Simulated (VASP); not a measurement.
CdTe, 2 atoms in the cell. Symmetry: F-43m, No. 216, cubic system. The conventional cell has a = 6.410 Å, b = 6.410 Å, c = 6.410 Å, α = 90.00°, β = 90.00°, γ = 90.00°. Te (site symmetry -43m) is surrounded by 4 Cd at 2.78 Å. Cd (site symmetry -43m) has 4 Te at 2.78 Å as nearest neighbours. 

- Program: VASP 6.6.1
- Task: relaxation of cell and atoms
- Functional: BLYP
- Dispersion: D4
- Potentials or basis: VASP PAW PBE potentials, release 64 (Te, Cd)
- Cutoff: 600 eV
- k mesh: 7 × 7 × 7
- Occupations: fermi-dirac, width 0.05 eV
- Spin: no spin polarisation
- Further INCAR settings: ALGO = Normal; EDIFF = 1e-06; IBRION = 2; EDIFFG = -0.01; NSW = 60; ISIF = 3

Potentials or basis: VASP PAW PBE potentials, release 64 (Te, Cd).

Command:

```sh
$ cat potpaw_PBE.64/Te/POTCAR potpaw_PBE.64/Cd/POTCAR > POTCAR
$ mpirun -np 1 vasp_std > vasp.out
```

Hardware: 1 thread of Intel(R) Xeon(R) Platinum 8488C (Sapphire Rapids), on a shared host.

How long does it take, and how much memory?

Wall time 110 s on 1 thread of Intel(R) Xeon(R) Platinum 8488C (Sapphire Rapids), on a shared host, peak memory 0.23 GiB. Counts: scf iterations 30, k points 20, ion steps 3.
